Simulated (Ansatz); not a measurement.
# Electron scattering at the Σ3 (112) boundary in fcc Rh with Zr (substitutional), part 2 of 2

How much does the Σ3 (112) boundary in fcc Rh with Zr (substitutional) reflect electrons?

Ansatz 0.2.0; Ansatz plane-wave DFT, PBE, PAW files; relaxation of a bicrystal slab with its lowest layers held; PAW set soft_1 (the session's first sound run).

So far. Step 2 (Relaxing the bicrystal): The largest force component on a free atom ends at 0.0031 eV/Å, under the tolerance of 0.03, after 12 steps.

## Step 3: Transmission across the boundary

Bulk layers of each grain are laid under and over the relaxed boundary, and a lead is named in the middle of each, away from the free faces. The mesh across the current, 24×10, is finer than the density's, because channels open and close sharply across the zone. Energies from -0.1 to 0.1 eV in steps of 0.05 eV are too few for the program's thermal sum, so it prints no conductance; for a metal the transmission near the Fermi level serves, at a fraction of the cost.

This step: Ansatz plane-wave DFT, PBE, PAW files; ballistic transport by layer matching (Landauer), zero bias; boundary relaxed in a short slab, bulk layers laid on; PAW set soft_1 (Ansatz 0.2.0).

System of this step: Σ3 (112) boundary in fcc Rh with Zr (substitutional). The cell holds 55 atoms: 54 Rh and 1 Zr. Cell: a = 2.689 Å, b = 6.587 Å, c = 50.554 Å, α = 90.0°, β = 90.0°, γ = 90.0°. It derives from Rh. Regions: lower grain, 22 atoms (22 Rh); boundary, 15 atoms (14 Rh and 1 Zr); upper grain, 18 atoms (18 Rh). Vacuum lies along c.

input.yaml

```yaml
crystal:
  lattice:
    - [2.6891977995, 0.0, 0.0]
    - [0.0, 6.5871624263, 0.0]
    - [0.0, 0.0, 50.553883391]
  atoms:
    - { symbol: Rh, position: [-14.5000000004, 9.6666666668, 0.0791234962] }
    - { symbol: Rh, position: [-14.0000000004, 9.3333333335, 0.0944794785] }
    - { symbol: Rh, position: [-13.5000000004, 9.0000000002, 0.1098354607] }
    - { symbol: Rh, position: [-13.0000000004, 8.6666666668, 0.125191443] }
    - { symbol: Rh, position: [-12.5000000003, 8.3333333335, 0.1405474252] }
    - { symbol: Rh, position: [-12.0000000003, 8.0000000002, 0.1559034075] }
    - { symbol: Rh, position: [-11.5000000003, 7.6666666668, 0.1712593898] }
    - { symbol: Rh, position: [-11.0000000003, 7.3333333335, 0.186615372] }
    - { symbol: Rh, position: [-10.5000000003, 7.0000000001, 0.2019713543] }
    - { symbol: Rh, position: [-10.0000000002, 6.6666666668, 0.2173273366] }
    - { symbol: Rh, position: [-9.5000000002, 6.3333333335, 0.2326833188] }
    - { symbol: Rh, position: [-9.0000000002, 6.0000000001, 0.2480393011] }
    - { symbol: Rh, position: [-8.5000000002, 5.6666666668, 0.2633952834] }
    - { symbol: Rh, position: [-8.0000000002, 5.3333333334, 0.2787512656] }
    - { symbol: Rh, position: [-7.5000000001, 5.0000000001, 0.2941072479] }
    - { symbol: Rh, position: [-7.0000000001, 4.6666666668, 0.3094632301] }
    - { symbol: Rh, position: [-6.5000000001, 4.3333333334, 0.3248192124] }
    - { symbol: Rh, position: [-6.0000000001, 4.0000000001, 0.3401751947] }
    - { symbol: Rh, position: [-5.5000000001, 3.6666666668, 0.3555311769] }
    - { symbol: Rh, position: [-5.0000000001, 3.3333333334, 0.3708871592] }
    - { symbol: Rh, position: [-4.5, 3.0000000001, 0.3862431415] }
    - { symbol: Rh, position: [-4.0, 2.6666666667, 0.4015991237] }
    - { symbol: Rh, position: [0.5, 0.3333333334, 0.416955106] }
    - { symbol: Rh, position: [1.0, -0.0043053534, 0.4317946798] }
    - { symbol: Rh, position: [0.5, 0.6658519006, 0.4486019661] }
    - { symbol: Rh, position: [1.0, 0.3276642141, 0.4626254811] }
    - { symbol: Rh, position: [0.5, -0.0006474622, 0.4793175841] }
    - { symbol: Rh, position: [1.0, 0.6702813627, 0.4957474276] }
    - { symbol: Rh, position: [0.5, 0.3346644268, 0.5086594755] }
    - { symbol: Zr, position: [0.0, -0.0007757544, 0.5292690275] }
    - { symbol: Rh, position: [1.0, 0.4616073501, 0.550305729] }
    - { symbol: Rh, position: [0.5, -0.2138409919, 0.5677127458] }
    - { symbol: Rh, position: [1.0, 0.1283288868, 0.5818027385] }
    - { symbol: Rh, position: [0.5, 0.4546367075, 0.597305375] }
    - { symbol: Rh, position: [1.0, -0.2072999927, 0.6140836273] }
    - { symbol: Rh, position: [0.5, 0.1244279062, 0.629020544] }
    - { symbol: Rh, position: [1.0, 0.4579794656, 0.6444688231] }
    - { symbol: Rh, position: [-4.5, 2.791312799, 0.6598248053] }
    - { symbol: Rh, position: [-5.0, 3.1246461323, 0.6751807876] }
    - { symbol: Rh, position: [-5.5000000001, 3.4579794657, 0.6905367699] }
    - { symbol: Rh, position: [-6.0000000001, 3.791312799, 0.7058927521] }
    - { symbol: Rh, position: [-6.5000000001, 4.1246461323, 0.7212487344] }
    - { symbol: Rh, position: [-7.0000000001, 4.4579794657, 0.7366047166] }
    - { symbol: Rh, position: [-7.5000000001, 4.791312799, 0.7519606989] }
    - { symbol: Rh, position: [-8.0000000001, 5.1246461323, 0.7673166812] }
    - { symbol: Rh, position: [-8.5000000002, 5.4579794657, 0.7826726634] }
    - { symbol: Rh, position: [-9.0000000002, 5.791312799, 0.7980286457] }
    - { symbol: Rh, position: [-9.5000000002, 6.1246461324, 0.813384628] }
    - { symbol: Rh, position: [-10.0000000002, 6.4579794657, 0.8287406102] }
    - { symbol: Rh, position: [-10.5000000002, 6.791312799, 0.8440965925] }
    - { symbol: Rh, position: [-11.0000000003, 7.1246461324, 0.8594525748] }
    - { symbol: Rh, position: [-11.5000000003, 7.4579794657, 0.874808557] }
    - { symbol: Rh, position: [-12.0000000003, 7.7913127991, 0.8901645393] }
    - { symbol: Rh, position: [-12.5000000003, 8.1246461324, 0.9055205215] }
    - { symbol: Rh, position: [-13.0000000003, 8.4579794657, 0.9208765038] }
kpoints:
  mp_grid: { grid: [9, 4, 1] }
hamiltonian:
  xc: pbe
  pseudopotentials: { kind: paw, azcp: { folder: soft_1 } }
scf:
  occupations: { method: fermi_dirac, width: 0.1 }
output:
  transmission:
    leads: [[12, 13], [44, 45]]
    kmesh: [24, 10]
    e_range: [-0.1, 0.1]
    de: 0.05
  write_potential: true
  write_density: true
  volumetric_format: npy
  elf: true
```

Run with:

```bash
$ ansatz run input.yaml --threads 4 --pin off --max-ram 15360MiB --backend cpu --events-out ev --progress --plain --runs-dir out
```

Numbers of over 12 decimals in the logs are rounded to 6 here.

The log of the run:

```text
[...]
Crystal: 55 atoms, lattice volume = 895.521 Å³
Basis set: ecut = 420 eV, 17563 PW (Γ)
Bands: 558, of which v1, the nominal top of the filled ones, is band 465 counted from 1 (464 counted from 0)
Symmetry: 2 space group operations
[...]
k-points: 15 of 36 (time reversal used)
[...]
SCF iter   1: F=—  HF=-349966.784599 eV  |F-HF|=—  |Δ(HF+E_count)|=         —  Δρ=1.05e-1  dr2=6.15e2  ethr=3.10e-3  ⟨swp⟩=5.7  Hψ=27256  notcnv=0  defer=316
[...]
SCF iter  14: F=-349938.481828 eV  HF=-349938.481828 eV  |F-HF|=1.80e-9  |Δ(HF+E_count)|=  2.33e-10  Δρ=2.88e-7  dr2=2.14e-9  ethr=1.05e-12  ⟨swp⟩=1.5  Hψ=21342  notcnv=0
SCF 1 converged in 14 iterations: F = -349938.481828 eV  dr2 = 2.14e-9
[...]
transmission: 570 of 5694 steps passed
transmission: 1139 of 5694 steps passed
[...]
transmission: 5694 of 5694 steps passed
WARN: The input density's exchange-correlation potential varies sharply where the density is thin. Do not read a vacuum level from v_tot or v_xc, or from such a field of the output density. On a cell that repeats whose density bears no net charge and no dipole along the vacuum's axis use v_es (v_loc + v_h of the components); under efield.dipole_correction with no amplitude use v_es + v_field, which holds any external [...]
SCF converged after 14 iterations
an eigenvalue changed by more than its tolerance at an iteration that met the thresholds in force, so the SCF went on 2 times: the last check was not made
the last check of whether an eigenvalue changes by more than its tolerance under the output density was not made (no_room)
Free energy (F): -349938.481828 eV
[...]
Internal energy: -349935.927005 eV  (E = F + TS)
E sigma→0 (E₀):  -349937.204417 eV
Entropy (-TS):   -2.554823 eV (-46.451 meV/atom)
Fermi energy:    18.196183 eV
[...]
--- Band table (eV; the first three rows and the last of 15) ---
  k-point 0: bands = [... 461 lower, 17.8374, 17.9179, 17.9398, 17.9451, 17.9756, 18.0301, 18.0388, 18.0512, ... 89 higher]
  k-point 1: bands = [... 461 lower, 17.8631, 17.8974, 17.9213, 17.9409, 17.9492, 17.9640, 17.9943, 17.9983, ... 89 higher]
  k-point 2: bands = [... 461 lower, 17.7371, 17.7479, 17.7998, 17.8175, 17.8371, 17.8739, 17.8828, 17.9246, ... 89 higher]
  k-point 14: bands = [... 461 lower, 18.7002, 18.7117, 18.7259, 18.7319, 18.7396, 18.7688, 18.7852, 18.7956, ... 89 higher]
--- Transmission ---
  basis      : 159 plane waves across, 73 finite elements along
  points     : 78, standing for a mesh of 24 x 10
  energies   : 5 from -0.100000 to 0.100000 eV about the Fermi level, 0.050000 eV apart; the leads are filled to 0.000000 eV, and channels, transmission and decay are at 0.000000 eV
  crystal 0  : Rh3, at the sites [12, 13], period 2.3289 Å, over 17.86 Å; its Hamiltonian steps by up to 15.9 meV
    offset         : up to 0.0000 Å between an atom of the period and one for which it stands
    channels       : 5.175000e0 a spin
    conductance    : none, the energies end too early or step too widely for 300 K: set another output.transmission.e_range or a lower de, or, where they end at an eighth of basis.ecutwfc, a higher one
[...]
channels       : 5.191667e0 a spin
[...]
junction   : crystal 0 to crystal 1, 12.62 to 37.31 Å
    transmission   : 2.122634e0 a spin
[...]
```

Run time: 7.9 min. Hardware: 4 threads of Intel Xeon 6975P-C (Granite Rapids), shared host; peak memory 10 GiB; 29 min of CPU time.

The column dr2 measures how far the density is from self-consistency, as an energy; F and HF (Harris–Foulkes) agree once it is small.

Numbers from this step:

- free energy: -349938.4818 eV
- energy at zero smearing: -349937.2044 eV
- Fermi energy: 18.20 eV
- cell area: 17.71 Å²
- transmission per spin nearest the Fermi level: 2.123
- open channels per spin nearest the Fermi level: 5.175
- open channels per spin, upper lead: 5.192
- step of the lead's potential: 15.9 meV
- step of the upper lead's potential: 15.4 meV

Per spin. Table of transmission, zone mean by energy, zero at the Fermi level:

```csv
energy (eV),"transmission, zone mean"
-0.1000,2.15
-0.0500,2.11
0.0000,2.12
0.0500,2.12
0.1000,2.15
```

Per spin. The open channels, zone mean by energy, zero at the Fermi level:

```csv
energy (eV),lead,upper lead
-0.1000,5.2,5.18
-0.0500,5.22,5.21
0.0000,5.17,5.19
0.0500,5.22,5.22
0.1000,5.34,5.34
```

Transmission over k1 and k2. At 0.0000 eV from the Fermi level.

Ten even steps from '0' (0.68) to '9' (2.99):
```
931315555665856655551313
443425466565656566452434
875754646988788964645757
887866668799799786666878
888675478998889987457688
887866668799799786666878
875754646988788964645757
443425466565656566452434
931315555665856655551313
182025555545754555552028
```
Columns: k1 (b1) from -0.5 to 0.458; rows upwards: k2 (b2) from -0.5 to 0.4.

Open channels over k1 and k2. At 0.0000 eV from the Fermi level.

Values, 10 rows by 16 columns, each cell a mean:
```
5.33 2.67 3.00 3.67 4.00 4.00 4.33 4.33 5.33 4.67 4.00 4.00 4.00 3.33 2.67 3.33
4.00 4.00 4.67 4.00 4.33 5.00 4.67 6.00 6.67 6.00 4.33 5.00 4.00 4.00 4.67 4.00
6.00 5.33 7.67 4.33 4.67 4.67 7.00 7.00 7.00 7.00 6.33 4.33 4.67 4.67 7.67 5.67
6.00 6.00 8.00 5.33 5.00 5.67 6.67 8.00 7.33 8.00 6.00 5.33 5.00 5.67 8.00 6.00
6.00 6.00 8.00 5.33 4.67 6.00 7.33 8.00 8.00 8.00 6.67 6.00 4.00 6.67 7.33 6.00
6.00 6.00 8.00 5.33 5.00 5.67 6.67 8.00 7.33 8.00 6.00 5.33 5.00 5.67 8.00 6.00
6.00 5.33 7.67 4.33 4.67 4.67 7.00 7.00 7.00 7.00 6.33 4.33 4.67 4.67 7.67 5.67
4.00 4.00 4.67 4.00 4.33 5.00 4.67 6.00 6.67 6.00 4.33 5.00 4.00 4.00 4.67 4.00
5.33 2.67 3.00 3.67 4.00 4.00 4.33 4.33 5.33 4.67 4.00 4.00 4.00 3.33 2.67 3.33
2.67 2.67 2.00 3.33 4.00 4.00 4.00 4.00 5.33 4.00 4.00 4.00 4.00 2.67 2.00 3.33
```
Columns: k1 (b1) from -0.5 to 0.458; rows upwards: k2 (b2) from -0.5 to 0.4.

ELF in the cb plane at fractional x = 0.000, with atoms of Rh and Zr within 0.2 Å of it. It is the smooth field of the valence electrons, not physical close to the nuclei.

Ten even steps from '0' (0.11) to '9' (0.76), each cell a mean:
```
11222222589841112222159679312211121111111111
11112221366521112222127996123222224553111122
11111112222211111112222321122222137886111222
11112443222221111244432000232222148996222222
11126886212221111588742111222211147885122221
22137997312222212799841111222211124542122211
22226997311222212689841111121111111112111111
22213664211122211366421114553111122221355311
11122221111111111121112137886211122212688621
34321222111113331111222148997212222213899731
78751222211147874122222237885222221113788622
89972122222158995122222223543222221111355312
79962112222148986222223321122211111111111221
46641111222125663112232211222355411111222135
22211111111122221111111100122589731112222258
22221111233222222111004664124799841122221279
12221111578621222221039999323688621222111268
12222222699841222222069249412345312222111135
```
Columns run along c (16.0 Å, from fractional 0.36 to 0.68 of the cell), rows up along b (6.6 Å). Atoms in or near the plane, at fractional coordinates: Rh at (0.37, 0.33), Rh at (0.40, 0.67), Rh at (0.43, 0.00), Rh at (0.46, 0.33), Rh at (0.50, 0.67), Zr at (0.53, 0.00), Rh at (0.55, 0.46), Rh at (0.58, 0.13), Rh at (0.61, 0.79), Rh at (0.64, 0.46), Rh at (0.68, 0.12).

Valence density in the cb plane at fractional x = 0.000, with atoms of Rh and Zr within 0.2 Å of it. It is the smooth field of the valence electrons, not physical close to the nuclei.

Ten even steps from '0' (0 e/Å³) to '9' (13 e/Å³), each cell a mean:
```
00000000268510000000002321000000000000000000
00000000023100000000001110000000001210000000
00000000000000000000000000000000014752000000
00000110000000000011000000000000016972000000
00002552000000000255300000000000014651000000
00003894100000000389510000000000001110000000
00002774000000000267400000000000000000000000
00000221000000000022100001220000000000021000
00000000000000000000000003762000000000366200
01100000000000100000000015983000000000498300
35410000000003531000000003652000000000366200
59830000000016972000000000110000000000011000
47620000000015862000000000000000000000000000
12210000000002320000000000000022100000000001
00000000000000000000000000000267400000000026
00000000001000000000000000000389510000000038
00000000145200000000001221000256300000000026
00000000279510000000002232000011000000000001
```
Columns run along c (16.0 Å, from fractional 0.36 to 0.68 of the cell), rows up along b (6.6 Å). Atoms in or near the plane, at fractional coordinates: Rh at (0.37, 0.33), Rh at (0.40, 0.67), Rh at (0.43, 0.00), Rh at (0.46, 0.33), Rh at (0.50, 0.67), Zr at (0.53, 0.00), Rh at (0.55, 0.46), Rh at (0.58, 0.13), Rh at (0.61, 0.79), Rh at (0.64, 0.46), Rh at (0.68, 0.12).

Electrostatic potential energy in the cb plane at fractional x = 0.000, with atoms of Rh and Zr within 0.2 Å of it. With pseudopotentials it is smooth inside the atoms' cores, unlike the true potential.

Values in eV, 10 rows by 16 columns, each cell a mean:
```
 18  18  14 -39  -9  19  19  10 -32  -6  18  17   6   8  21  18
 21  16  11   9  16  21  13  11   6  14  18  18 -33 -29  18  18
 19  -9 -34  16  18  19 -25 -23  19  20  18  18 -28 -25  18  18
 18 -18 -46  14  18  18 -33 -31  19  14  17  21  12  11  13  19
 17   9  -2  20  19  18   5   6  16 -33  -6  20  19   8 -36   8
-20   5  19  20   7 -17  16  19  13 -48 -16  19  18   1 -54   0
-53 -12  18  18 -14 -52  10  17  18  -5   9  18  20  16 -10  13
-22   6  20  19   2 -25  16  19  18  19   7 -18  17  20  18  -3
 16  19  20   1  11  16  20  17  -4  10 -11 -53   9  18  18 -32
 16  18  13 -45 -15  19  18   8 -38 -10   3 -26  15  19  20 -11
```
Columns run along c (16.0 Å, from fractional 0.36 to 0.68 of the cell; values clipped at the 3rd and 97th percentile), rows up along b (6.6 Å). Atoms in or near the plane, at fractional coordinates: Rh at (0.37, 0.33), Rh at (0.40, 0.67), Rh at (0.43, 0.00), Rh at (0.46, 0.33), Rh at (0.50, 0.67), Zr at (0.53, 0.00), Rh at (0.55, 0.46), Rh at (0.58, 0.13), Rh at (0.61, 0.79), Rh at (0.64, 0.46), Rh at (0.68, 0.12).

Over the solved energies the transmission per spin lies between 2.11 and 2.15, out of 5.23 channels of the lead on average (up to 5.34).

## Step 4: Specific resistance

This step: Ansatz plane-wave DFT, PBE, PAW files; ballistic transport by layer matching (Landauer), zero bias; specific resistance of the boundary; PAW set soft_1 (Ansatz 0.2.0).

This step gave:

```yaml
area_resistance: 0.6355 fΩ m²
t_over_the_leads_mean_channel_count: 0.4075
```

Averaged over the energies near the Fermi level, 40.7 % of the channels pass, which makes 0.635 fΩ m².

By hand, with T and the leads' channels N averaged over the energies near the Fermi level: RA = A (h/2e²)(1/T − ½[1/N₁ + 1/N₂]) = 17.71×10⁻²⁰ m² × 12 906 Ω × (1/2.132 − ½[1/5.233 + 1/5.230]) = 0.635 fΩ m².

## Step 5: Outcome

```
specific resistance of the boundary : 0.635 fΩ m²
share of channels that pass         : 0.407
```

**Reading.** The boundary has a specific resistance of 0.64 fΩ m². The boundary reflects 59 % of the channels; 0.64 fΩ m² is 6.4×10⁻¹² Ω·cm². One Zr in 17.7 Å² of boundary is a high coverage. In the relaxation the upper grain slid sideways by about 1.4 Å, so the result belongs to the position that it found, not to the starting one. Each plane of this narrow cell holds one atom, so the solute fills a whole plane. One starting structure was relaxed; another shift or atom count at the boundary may lie lower.

[Logs are printed without paths, hosts, clocks, repeated set-up lines and the standing remarks that a program may print on its own settings, such as how far it seeks lower states.]

[Hosts, paths, dates, database ids (printed as entryN), source tags and the programs' standing remarks are cut or masked in the printed files.]
